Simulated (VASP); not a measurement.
Crystal: Sr.

```
CELL_PARAMETERS angstrom
4.31000 0.00000 0.00000
-2.15500 3.73257 0.00000
0.00000 0.00000 7.05000
ATOMIC_POSITIONS crystal
Sr 0.33333 0.66667 0.25000
Sr 0.66667 0.33333 0.75000
```

This isn't the form of Sr at room conditions, which is fcc.

Base run:

* Program: VASP 6.6.1
* Functional: r2SCAN
* Potentials or basis: VASP PAW PBE potentials, release 64 (Sr_sv)
* Cutoff: 520 eV
* k mesh: 9 × 9 × 5
* Occupations: fermi-dirac, width 0.03 eV
* Spin: no spin polarisation

Its results: band gap on the k mesh none (metal or under the smearing width); pressure 0.2 GPa.

Question: The run is repeated on the same cell with these changes: functional from r2SCAN to PBEsol. What comes out?

Answer: Band gap on the k mesh none (metal or under the smearing width); pressure -0.8 GPa.

Caveats: the PAW data sets were made with another functional, which shifts forces and pressure a little.
